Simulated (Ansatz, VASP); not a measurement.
# Two plane-wave programs on Pd

File INCAR:

```
ALGO = Normal
EDIFF = 1E-7
ENCUT = 520
GGA = PS
ISIF = 2
ISMEAR = 0
LASPH = True
LCHARG = False
LREAL = False
LWAVE = False
NBANDS = 11
NELM = 80
PREC = Accurate
SIGMA = 0.15
```

KPOINTS

```
k-points
0
Gamma
  20 20 20
```

The input POSCAR:

```
Pd
1.0
    0.0000000000      1.8962775000      1.8962775000
    1.8962775000      0.0000000000      1.8962775000
    1.8962775000      1.8962775000      0.0000000000
Pd
1
Direct
    0.0000000000      0.0000000000      0.0000000000
```

Input for Ansatz:

```yaml
crystal:
  lattice:
    - [0.0, 1.8962775, 1.8962775]
    - [1.8962775, 0.0, 1.8962775]
    - [1.8962775, 1.8962775, 0.0]
  atoms:
    - { symbol: Pd, position: [0.0, 0.0, 0.0] }
basis:
  ecutwfc: 420
kpoints:
  mp_grid: { grid: [20, 20, 20] }
hamiltonian:
  xc: pbesol
scf:
  occupations: { method: gaussian, width: 0.15 }
output:
  forces: true
  stress: true
  eigenvalues: true
```

Change from the starting cell: strain -0.025 along x and y, -0.025 along z, atoms carried along.

Alike in both runs: task single point; functional PBEsol; k mesh 20 × 20 × 20; occupations gaussian, width 0.15 eV; no spin polarisation.

```csv
,VASP,Ansatz
version,VASP 6.6.1,Ansatz 0.2.0
potentials or method,"VASP PAW PBE potentials, release 64 (Pd)","scalar-relativistic, plane waves, PAW"
plane-wave cutoff (eV),520,420
valence electrons in the cell,10,18
```

VASP gave:

```
gap on the k mesh at the Fermi level (eV) : none
pressure (GPa)                            : 15.4
```

Question: Estimate Ansatz's values.

Answer: gap on the k mesh at the Fermi level (eV): none; pressure (GPa): 15.8.

A gap of «none» marks a metal or a gap that the smearing closes. The two sets of potentials don't hold the same shells in valence.

Caveats: so large a pressure means that the cell lies far from this level's equilibrium, or that cutoff or potentials fall short (VASP); the potentials were made for another functional, which shifts forces and pressure (VASP).
